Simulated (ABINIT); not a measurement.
AgCl:

```
Ag Cl
1.0
     3.43397    0.00000    0.00000
     0.00000    3.43397    0.00000
     0.00000    0.00000    3.43397
Ag Cl
1 1
Direct
  0.00000 0.00000 0.00000
  0.50000 0.50000 0.50000
```

Measurements of this composition are mostly on another form, of space group No. 225.

| Item | Value |
| --- | --- |
| Program | ABINIT 10.8.3 (patched build) |
| Task | single point |
| Functional | PBE |
| Potentials or basis | JTH PAW PBE v2.0 |
| Cutoff | 680 eV |
| k mesh | 8 × 8 × 8 |
| Occupations | fermi-dirac, width 0.05 eV |
| Spin | no spin polarisation |

On this cell: pressure -0.2 GPa; largest force zero by symmetry; band gap on the k mesh 0.57 eV, indirect (least direct gap 2.07 eV).

The same run follows on a disturbed copy (atoms moved at random, drawn with an rms of 0.05 Å):

```
Ag Cl
1.0
     3.43397    0.00000    0.00000
     0.00000    3.43397    0.00000
     0.00000    0.00000    3.43397
Ag Cl
1 1
Cartesian
  -0.0607 -0.0434 -0.0237
  1.7444 1.7332 1.7327
```

Question: What does the disturbed cell give?

Answer: The energy moves by +0.5 meV/atom; pressure 0.0 GPa; largest force 0.020 eV/Å; band gap on the k mesh 0.57 eV, indirect (least direct gap 1.99 eV).

Forces in eV/Å, atoms in the order of the input:
```
Ag   0.018  0.008  0.003
Cl  -0.018 -0.008 -0.003
```

Stress tensor (GPa, compression positive):
```
0.02 0.09 0.07
0.09 0.02 0.05
0.07 0.05 0.04
```

A k mesh can miss the band edges.
